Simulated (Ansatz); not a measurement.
# Localised basis functions on the unslipped end of a generalised stacking fault on (111) (glide set) of a GaP-AlP solid solution (72 atoms)

Wanted: errors and times of a linear-scaling basis for the unslipped end of a generalised stacking fault on (111) (glide set) of a GaP-AlP solid solution (72 atoms). A setting counts as converged where the r.m.s. difference of forces stays under 1 % of the r.m.s. force.

Program: Ansatz 0.2.0. Level of theory: Kohn-Sham DFT, PBE, PAW (set soft_2), plane waves. Results are calculated unless marked as measured.

### Step 1. Starting point

The cell holds 72 atoms: 18 Al, 36 P and 18 Ga. Cell: a = 6.683 Å, b = 11.576 Å, c = 19.103 Å, α = 90.0°, β = 90.0°, γ = 90.0°. It derives from GaP and AlP. Zinc-blende GaP lattice (a = 5.4569 Å, the value set for the mixture), cell with z along [111], 1 x 3 x 2 periods; the third cell vector is tilted by 0.000 of 1/2[11-2] and lengthened by 0.2 Å, so the stacking has no slip (glide set); displaced by a Gaussian of 0.01 Å; 18 of 36 Ga sites given to Al at random (lattice constant by Vegard's rule between GaP and AlP).

Limits known from the start: The host structure and its lattice constant were typed by rule, without a check against the phase diagram.

### Step 2. Plane-wave single point

This run is the reference for what follows, at a cutoff of 420 eV.

The input, input.yaml:

```yaml
crystal:
  lattice:
    - [6.68331, 0.0, 0.0]
    - [0.0, 11.57583, 0.0]
    - [0.0, 0.0, 19.10326]
  atoms:
    - { symbol: Al, position: [0.49974, 0.16469, 0.0197] }
    - { symbol: P, position: [0.50325, 0.16679, 0.14378] }
    - { symbol: Ga, position: [0.83196, 0.16707, 0.18567] }
    - { symbol: P, position: [0.83603, 0.16841, 0.30947] }
    - { symbol: Ga, position: [0.00096, 0.00086, 0.0202] }
    - { symbol: P, position: [0.99611, 0.99994, 0.14529] }
    - { symbol: Al, position: [0.33421, 0.00026, 0.18533] }
    - { symbol: P, position: [0.33248, 0.99992, 0.30897] }
    - { symbol: Ga, position: [0.66514, 0.00057, 0.35109] }
    - { symbol: P, position: [0.6667, 0.99819, 0.47508] }
    - { symbol: Al, position: [0.49916, 0.50025, 0.01993] }
    - { symbol: P, position: [0.49983, 0.50019, 0.14412] }
    - { symbol: Ga, position: [0.83153, 0.49929, 0.18554] }
    - { symbol: P, position: [0.83331, 0.49907, 0.30821] }
    - { symbol: Al, position: [0.00135, 0.33292, 0.0212] }
    - { symbol: P, position: [0.99863, 0.3325, 0.14419] }
    - { symbol: Ga, position: [0.33294, 0.33346, 0.18511] }
    - { symbol: P, position: [0.334, 0.33304, 0.30974] }
    - { symbol: Al, position: [0.66646, 0.33354, 0.34983] }
    - { symbol: P, position: [0.66948, 0.33383, 0.47335] }
    - { symbol: Ga, position: [0.16744, 0.16518, 0.34972] }
    - { symbol: P, position: [0.1667, 0.16589, 0.47316] }
    - { symbol: Ga, position: [0.49772, 0.16698, 0.51505] }
    - { symbol: P, position: [0.49895, 0.16713, 0.63881] }
    - { symbol: Al, position: [0.8349, 0.16577, 0.67972] }
    - { symbol: P, position: [0.83153, 0.16812, 0.80432] }
    - { symbol: Ga, position: [3.0e-05, 0.99898, 0.51551] }
    - { symbol: P, position: [0.99855, 0.00038, 0.63795] }
    - { symbol: Al, position: [0.33377, 0.99979, 0.68001] }
    - { symbol: P, position: [0.33324, 0.99964, 0.80309] }
    - { symbol: Ga, position: [0.66796, 0.00029, 0.84556] }
    - { symbol: P, position: [0.66721, 0.99913, 0.9693] }
    - { symbol: Ga, position: [0.49982, 0.83227, 0.02075] }
    - { symbol: P, position: [0.49988, 0.83227, 0.14452] }
    - { symbol: Al, position: [0.83456, 0.834, 0.18553] }
    - { symbol: P, position: [0.83263, 0.83366, 0.3098] }
    - { symbol: Ga, position: [5.0e-05, 0.66708, 0.0211] }
    - { symbol: P, position: [0.00044, 0.66769, 0.14438] }
    - { symbol: Al, position: [0.33075, 0.66656, 0.18487] }
    - { symbol: P, position: [0.33434, 0.66552, 0.30996] }
    - { symbol: Al, position: [0.67097, 0.66677, 0.35088] }
    - { symbol: P, position: [0.66703, 0.66695, 0.47434] }
    - { symbol: Ga, position: [0.16826, 0.4993, 0.34953] }
    - { symbol: P, position: [0.16719, 0.49988, 0.47545] }
    - { symbol: Al, position: [0.49885, 0.49997, 0.51595] }
    - { symbol: P, position: [0.5, 0.50024, 0.63909] }
    - { symbol: Al, position: [0.8329, 0.49908, 0.68094] }
    - { symbol: P, position: [0.83245, 0.50033, 0.80384] }
    - { symbol: Al, position: [0.99993, 0.33394, 0.51502] }
    - { symbol: P, position: [0.00096, 0.3328, 0.63998] }
    - { symbol: Al, position: [0.33364, 0.33503, 0.67968] }
    - { symbol: P, position: [0.33505, 0.33295, 0.80581] }
    - { symbol: Ga, position: [0.66573, 0.3315, 0.84581] }
    - { symbol: P, position: [0.66969, 0.33201, 0.96894] }
    - { symbol: Al, position: [0.1652, 0.16751, 0.84539] }
    - { symbol: P, position: [0.16584, 0.16751, 0.96848] }
    - { symbol: Al, position: [0.16363, 0.83139, 0.35079] }
    - { symbol: P, position: [0.16633, 0.83433, 0.47359] }
    - { symbol: Al, position: [0.49783, 0.83207, 0.51549] }
    - { symbol: P, position: [0.49841, 0.83381, 0.63928] }
    - { symbol: Ga, position: [0.83147, 0.83262, 0.68084] }
    - { symbol: P, position: [0.83133, 0.83534, 0.80375] }
    - { symbol: Ga, position: [0.99723, 0.66741, 0.51579] }
    - { symbol: P, position: [0.00078, 0.66631, 0.6391] }
    - { symbol: Ga, position: [0.33478, 0.66597, 0.67865] }
    - { symbol: P, position: [0.33134, 0.66618, 0.8038] }
    - { symbol: Ga, position: [0.66746, 0.66634, 0.84504] }
    - { symbol: P, position: [0.66751, 0.66693, 0.96825] }
    - { symbol: Ga, position: [0.16799, 0.50025, 0.84606] }
    - { symbol: P, position: [0.1659, 0.49922, 0.97104] }
    - { symbol: Al, position: [0.16949, 0.83486, 0.84413] }
    - { symbol: P, position: [0.16632, 0.83301, 0.96964] }
kpoints:
  mp_grid: { grid: [2, 1, 1] }
hamiltonian:
  xc: pbe
scf:
  occupations: { method: gaussian, width: 0.05 }
output:
  forces: true
  stress: true
  populations: intrinsic
  dos:
    method: { smearing: { sigma: 0.08 } }
    de: 0.1
    projected: { site_lists: { Al: [Al], Ga: [Ga], P: [P] } }
  eigenvalues: true
  write_density: true
  write_potential: true
  volumetric_format: npy
```

Command:

```console
$ ansatz run input.yaml --threads 4 --pin off --max-ram 8192MiB --backend cpu --events-out ev --progress --plain --runs-dir out
```

Numbers of over 12 decimals in the logs are rounded to 6 here.

What it wrote:

```text
Engine: ansatz 0.2.0, aarch64-unknown-linux-gnu
Pseudopotentials: kind: paw
Pseudopotential: Al, paw, valence charge 3, recommended cutoff 420 eV (normal), Al.paw.azcp
Pseudopotential: P, paw, valence charge 5, recommended cutoff 420 eV (normal), P.paw.azcp
Pseudopotential: Ga, paw, valence charge 13, recommended cutoff 420 eV (normal), Ga.paw.azcp
Functional definition: PBE
  parameter kappa = 0.804
  parameter beta = 0.066725
  exchange = pbe_x(kappa = kappa, mu = beta*pi^2/3)
  correlation = pbe_c(beta = beta)
Crystal: 72 atoms, lattice volume = 1477.921 Å³
Basis set: ecut = 420 eV, 28923 PW (Γ), exchange–correlation on 90×160×256 points (8 copies of the dense FFT grid, shifted against one another)
Bands: 306, of which v1, the nominal top of the filled ones, is band 234 counted from 1 (233 counted from 0)
Symmetry: 1 space group operations
Space group: P1 (ITA 1), of the structure as read, at distance tolerance 1.1e-4 Å
k-points: 2
Non-local potential: Al, projectors of the file, l = 0: 2, l = 1: 2, l = 2: 1
Non-local potential: P, projectors of the file, l = 0: 2, l = 1: 2, l = 2: 2
Non-local potential: Ga, projectors of the file, l = 0: 2, l = 1: 2, l = 2: 3, l = 3: 1
PAW form: soft (Blöchl's): semilocal exchange-correlation on the pseudo side does not see the compensation charge
PAW one-centre angular grid: Al, 110 points (default); XC on 64 Gauss nodes
PAW one-centre angular grid: P, 110 points (default); XC on 64 Gauss nodes
PAW one-centre angular grid: Ga, 590 points (default); XC on 64 Gauss nodes
Initial density: superposition of atomic densities (neutral atoms: chi_scale 0, normalization atom), corrected by the library's trained network
Initial wavefunctions: pseudopotential atomic-orbital guess
Functional: x = pbe(κ = 0.804, μ = 0.219515), c = pbe(β = 0.066725)
SCF iter   1: F=—  HF=-105008.162010 eV  |F-HF|=—  |Δ(HF+E_count)|=         —  Δρ=1.94e-3  dr2=9.85e-2  ethr=1.77e-3  ⟨swp⟩=8.5  Hψ=2978  notcnv=0  defer=29
preconditioner: auto → Resta (q_TF=auto, 2.252 Å⁻¹)  ε∞=4.0  [insulator: Δε(μ)=1.368 eV  Ē_g=12.102 eV  σ=0.050 eV  W_gap=1.00  n_scr=292 (ndim 8)  ℏωp=20.9 eV  f_vac=0.000  D(μ)=0.00/eV (n_scr^D=0)  ε∞_Penn≈4.0]
SCF iter   2: F=—  HF=-105008.120133 eV  |F-HF|=—  |Δ(HF+E_count)|=   4.19e-2  Δρ=1.20e-3  dr2=1.93e-2  ethr=2.11e-5  ⟨swp⟩=2.5  Hψ=1181  notcnv=0  defer=84
SCF iter   3: F=—  HF=-105008.119100 eV  |F-HF|=—  |Δ(HF+E_count)|=   1.03e-3  Δρ=5.45e-4  dr2=4.38e-3  ethr=4.12e-6  ⟨swp⟩=2.0  Hψ=954  notcnv=0  defer=84
SCF iter   4: F=—  HF=-105008.119261 eV  |F-HF|=—  |Δ(HF+E_count)|=   1.61e-4  Δρ=1.50e-4  dr2=5.58e-4  ethr=9.35e-7  ⟨swp⟩=2.0  Hψ=890  notcnv=0  defer=84
SCF iter   5: F=—  HF=-105008.119293 eV  |F-HF|=—  |Δ(HF+E_count)|=   3.26e-5  Δρ=7.08e-5  dr2=7.27e-5  ethr=1.19e-7  ⟨swp⟩=2.0  Hψ=955  notcnv=0  defer=84
SCF iter   6: F=—  HF=-105008.118686 eV  |F-HF|=—  |Δ(HF+E_count)|=   6.07e-4  Δρ=1.86e-5  dr2=1.38e-5  ethr=1.55e-8  ⟨swp⟩=2.5  Hψ=956  notcnv=0  defer=84
SCF iter   7: F=—  HF=-105008.118689 eV  |F-HF|=—  |Δ(HF+E_count)|=   3.59e-6  Δρ=7.19e-6  dr2=1.32e-6  ethr=2.95e-9  ⟨swp⟩=2.0  Hψ=935  notcnv=0  defer=84
SCF iter   8: F=—  HF=-105008.118690 eV  |F-HF|=—  |Δ(HF+E_count)|=   4.11e-7  Δρ=3.06e-6  dr2=1.65e-7  ethr=2.81e-10  ⟨swp⟩=3.0  Hψ=924  notcnv=0  defer=84
SCF iter   9: F=-105008.118690 eV  HF=-105008.118690 eV  |F-HF|=3.47e-8  |Δ(HF+E_count)|=   1.05e-7  Δρ=1.30e-6  dr2=2.58e-8  ethr=2.14e-11  ⟨swp⟩=18.5  Hψ=5565  notcnv=0
SCF 1 converged in 9 iterations: F = -105008.118690 eV  dr2 = 2.58e-8
  greatest PAW one-centre occupation: 0.994 electrons in one spin orbital (limit 2), on the Ga atom at site 36 (counted from 0), in its partial waves of l = 2
SCF converged after 9 iterations
Free energy (F): -105008.118690 eV
Harris-Foulkes:  -105008.118690 eV  (|F-HF|=3.47e-8)
Internal energy: -105008.118690 eV  (E = F + TS)
E sigma→0 (E₀):  -105008.118690 eV
Fermi energy:    6.873842 eV
--- Per-component energies (eV) ---
  E_band       = -1147.569394
  E_kinetic    = 5039.811226
  E_local      = -48235.983602  (includes V_loc(G=0)·N_el)
  E_nonlocal   = 9064.987118
  E_hartree    = 22249.823571
  E_xc         = -4177.186747
  E_vxc        = -3757.712016  (∫ρ·V_xc dr)
  E_paw        = -64721.764899  (= ΣΔE_a)
  E_vpaw       = -7758.329607  (= ΣTr[D̂ρ^β])
  E_aug_tail   = -0.001909  (compensation charges beyond the density's cutoff)
  E_ewald      = -24227.803448
  E_smearing   = -0.000000  (= −TS)
  E_closure    = 0.000000  (closes the sum)
  Σ components = -105008.118690   (vs F -105008.118690, Δ=0.00e0)
--- Forces (eV/Å), atoms counted from 1 ---
  atom   1  Al     0.03636554     0.16168581    -1.17335600
  atom   2  P     -0.32750777    -0.03421452    -0.16405524
  atom   3  Ga     0.09192078    -0.05239441     0.15572925
  atom   4  P     -0.25111577    -0.26288738    -0.07212011
  atom   5  Ga    -0.06937460    -0.06987305    -0.94254594
  atom   6  P      0.37690807     0.13664183    -0.35328958
  atom   7  Al    -0.09552632     0.00464304    -0.06217870
  atom   8  P      0.02425961    -0.25971452    -0.06757312
  atom   9  Ga     0.06196579     0.13387863     0.06722204
  atom  10  P     -0.09355746     0.20500537    -0.11107060
  atom  11  Al     0.15307817    -0.09615701    -1.17687648
  atom  12  P     -0.07557246     0.03201823    -0.21611843
  atom  13  Ga     0.10231341     0.11467969    -0.12213791
  atom  14  P      0.03752151     0.14948174     0.20481852
[...]
atom  71  Al    -0.26819878    -0.19467120     0.34503623
  atom  72  P      0.08613712     0.06315863     0.85549589
  max |Σ_I F_I| component: 9.25e-6 eV/Å
--- Stress (GPa, compression-positive) ---
        1.282253      -0.038892       0.154446
       -0.038891       3.227294       0.035627
        0.154465       0.035626       0.453309
  P = ⅓ Tr σ = 1.6543 GPa (16.543 kbar)
--- Band table (eV) ---
  k-point 0: bands = ["-8.5755", "-8.5574", "-8.5474", "-8.5415", [... 290 levels ...], "10.6951", "10.7110", "10.7258", "10.7387", "10.7652", "10.7746", "10.7813", "10.7971", "10.8167", "10.8303", "10.8629", "10.8963"]
  k-point 1: bands = ["-8.5761", "-8.5617", "-8.5518", "-8.5376", [... 290 levels ...], "10.6629", "10.7137", "10.7974", "10.8066", "10.8329", "10.8744", "10.9010", "10.9287", "10.9836", "11.0564", "11.1205", "11.1533"]
--- intrinsic populations: 72 sites ---
  site symbol       q [e]
     0     Al      2.6437
     1      P      5.2012
     2     Ga     12.9669
[...]
71      P      5.1328
  spilling = -0.000000 (of n_electrons = 468.000000)
```

Elapsed: 56 s, on 4 threads of Arm Neoverse V1, shared host; peak memory 4.5 GiB; 3.5 min of CPU time.

In the SCF lines HF is the Harris–Foulkes energy and dr2 the Hartree energy of the density residual, in eV; the loop may stop once dr2 is under the threshold and the program's other checks hold. Hψ counts applications of the Hamiltonian.

Numbers from this run:

```yaml
free_energy: -105008.1187 eV
free_energy_per_atom: -1458.4461 eV/atom
scf_cycles: 9
pressure: 1.654 GPa
r_m_s_force_component: 0.3117 eV/Å
longest_force: 1.36 eV/Å
fermi_energy: 6.874 eV
spacing_of_highest_filled_and_lowest_empty_level: 1.299 eV
```

The r.m.s. force component of 0.31 eV/Å sets the scale for the differences below.

### Step 3. Support functions medium

With localised support functions most steps grow linearly with size, though the diagonalisation grows faster unless the density matrix is cut; this run measures error and cost at this size. The level medium gives here a grid of 30×54×90 points and a radius of 4.09 Å.

This step: Kohn-Sham DFT, PBE, PAW (set soft_2), localised support functions (medium) (Ansatz 0.2.0).

input.yaml, the sections that differ from step 2:

```yaml
scf:
  occupations: { method: gaussian, width: 0.05 }
  eigensolver: { kind: { support_functions: { accuracy: medium } } }
  mixing: { beta: 0.4 }
  max_iter: 150
output:
  forces: true
# crystal, kpoints, hamiltonian: as in step 2
```

What it wrote:

```text
Warning: scf.eigensolver.kind.support_functions: disabling space-group detection — the functions' gradient is summed over unrotated k-points, so no spatial operation reduces the k-mesh or symmetrises the density; time reversal is kept, so that k and −k are solved as one point where they differ and the mesh holds both, and exact exchange and, on two spinor components, a DFT+U term hold to it where the run has them: [...]
settings of this run that can trade accuracy for cost: scf.eigensolver.kind.support_functions [...]
[...]
Crystal: 72 atoms, lattice volume = 1477.921 Å³
Basis set: ecut = 420 eV, 28923 PW (Γ), exchange–correlation on 90×160×256 points (8 copies of the dense FFT grid, shifted against one another)
Bands: 281, of which v1, the nominal top of the filled ones, is band 234 counted from 1 (233 counted from 0)
Symmetry: 1 space group operations
k-points: 2
[...]
Eigensolver: Support functions (medium, 30×54×90 points, laid for a spacing of at most 0.228497 Å, radius 4.085766 Å, 2 species' potentials softened for the grid, 3 wholly corrected for its errors in the mean over positions, 3 with the egg-box correction, energy correction by stochastic trace)
[...]
SCF iter   1: F=—  HF=-104984.999802 eV  |F-HF|=—  |Δ(HF+E_count)|=         —  Δρ=3.74e-2  dr2=1.99e1  ethr=1.00e-1
[...]
SCF iter  12: F=—  HF=-105008.147639 eV  |F-HF|=—  |Δ(HF+E_count)|=   1.93e-3  Δρ=1.14e-5  dr2=1.97e-6  ethr=5.94e-9  κ⁻¹=1.7e-6(r=7)
SCF iter  13: F=-105008.149234 eV  HF=-105008.149235 eV  |F-HF|=1.66e-7  |Δ(HF+E_count)|=   1.60e-3  Δρ=3.89e-6  dr2=3.51e-7  ethr=4.22e-10
SCF 1 converged in 13 iterations: F = -105008.180037 eV  dr2 = 3.51e-7
[...]
SCF converged after 13 iterations
Stability not checked: this state was not tested for a lower state beside it, because the mixer in use, unlike msr1, does not test its closes by its own steps (another_mixer; see scf.mixing.algorithm and scf.lower_state_search)
Free energy (F): -105008.180037 eV
[...]
Internal energy: -105008.180037 eV  (E = F + TS)
E sigma→0 (E₀):  -105008.180037 eV
Fermi energy:    6.873953 eV
[...]
Σ components = -105008.180037   (vs F -105008.180037, Δ=0.00e0)
--- Forces (eV/Å), atoms counted from 1 ---
  atom   1  Al     0.03660809     0.16151233    -1.17398631
  atom   2  P     -0.32794104    -0.03480649    -0.16434720
  atom   3  Ga     0.09210278    -0.05220415     0.15596808
  atom   4  P     -0.25158831    -0.26239989    -0.07160916
[...]
atom  72  P      0.08597874     0.06290763     0.85511689
  max |Σ_I F_I| component: 2.24e-3 eV/Å
--- Band table (eV) ---
[...]
guard bands above this table: 40 of the run's 281 bands (output.publish_guard_bands: true publishes all)
[...]
```

Elapsed: 84 s, on 4 threads; peak memory 2.7 GiB; 5.4 min of CPU time.

The program notes that the band table was not solved further than the SCF left it and it switched symmetry off.

Keys that differ from the reference: support_functions.accuracy = "medium", scf.max_iter = 150 and scf.mixing.beta = 0.4.

Forces differ from the reference by 0.29 meV/Å r.m.s., 0.093 % of their size, well within a tolerance of 1 %; the energy by -0.85 meV/atom. It took 84 s and 13 cycles; the reference's time can't be set against it, since the two runs asked for unlike analyses. The two runs also began from different starting densities, which bears on cycles and time.

### Step 4. Support functions low

The level low is asked for. Here it resolves to the same grid and radius as in the run with support functions medium, so the basis is not new.

This step: Kohn-Sham DFT, PBE, PAW (set soft_2), localised support functions (low) (Ansatz 0.2.0).

input.yaml, the sections that differ from step 3:

```yaml
scf:
  occupations: { method: gaussian, width: 0.05 }
  eigensolver: { kind: { support_functions: { accuracy: low } } }
  mixing: { beta: 0.4 }
  max_iter: 150
# crystal, kpoints, hamiltonian, output: as in step 3
```

What it wrote:

```text
[...]
Crystal: 72 atoms, lattice volume = 1477.921 Å³
Basis set: ecut = 420 eV, 28923 PW (Γ), exchange–correlation on 90×160×256 points (8 copies of the dense FFT grid, shifted against one another)
Bands: 281, of which v1, the nominal top of the filled ones, is band 234 counted from 1 (233 counted from 0)
Symmetry: 1 space group operations
k-points: 2
[...]
Eigensolver: Support functions (low, 30×54×90 points, laid for a spacing of at most 0.228497 Å, radius 4.085766 Å, 2 species' potentials softened for the grid, 3 wholly corrected for its errors in the mean over positions, 3 with the egg-box correction, energy correction by stochastic trace)
[...]
SCF iter   1: F=—  HF=-104984.999802 eV  |F-HF|=—  |Δ(HF+E_count)|=         —  Δρ=3.74e-2  dr2=1.99e1  ethr=1.00e-1
[...]
SCF iter  11: F=—  HF=-105008.145712 eV  |F-HF|=—  |Δ(HF+E_count)|=   2.34e-3  Δρ=4.01e-5  dr2=2.78e-5  ethr=1.47e-8  κ⁻¹=1.2e-6(r=7)
SCF iter  12: F=-105008.147634 eV  HF=-105008.147639 eV  |F-HF|=4.83e-6  |Δ(HF+E_count)|=   1.93e-3  Δρ=1.14e-5  dr2=1.97e-6  ethr=5.94e-9
SCF 1 converged in 12 iterations: F = -105008.180071 eV  dr2 = 1.97e-6
[...]
SCF converged after 12 iterations
[...]
Free energy (F): -105008.180071 eV
[...]
Internal energy: -105008.180071 eV  (E = F + TS)
E sigma→0 (E₀):  -105008.180071 eV
Fermi energy:    6.873938 eV
[...]
Σ components = -105008.180071   (vs F -105008.180071, Δ=0.00e0)
--- Forces (eV/Å), atoms counted from 1 ---
  atom   1  Al     0.03662049     0.16150399    -1.17406133
  atom   2  P     -0.32795001    -0.03473724    -0.16428872
  atom   3  Ga     0.09210010    -0.05221200     0.15595378
  atom   4  P     -0.25160863    -0.26242285    -0.07162368
[...]
atom  72  P      0.08601547     0.06287566     0.85517201
  max |Σ_I F_I| component: 2.13e-3 eV/Å
--- Band table (eV) ---
[...]
```

Wall time 79 s (4 threads); peak memory 2.7 GiB.

Keys that differ from the reference: support_functions.accuracy = "low", scf.max_iter = 150 and scf.mixing.beta = 0.4.

Forces differ from the reference by 0.29 meV/Å r.m.s., 0.092 % of their size, well within a tolerance of 1 %; the energy by -0.85 meV/atom. The two runs also began from different starting densities, which bears on cycles and time.

(Continued in part 2 of 3.)

[Logs are printed without paths, hosts, clocks, repeated set-up lines and the standing remarks that a program may print on its own settings, such as how far it seeks lower states.]

[Hosts, paths, dates, database ids (printed as entryN), source tags and the programs' standing remarks are cut or masked in the printed files.]
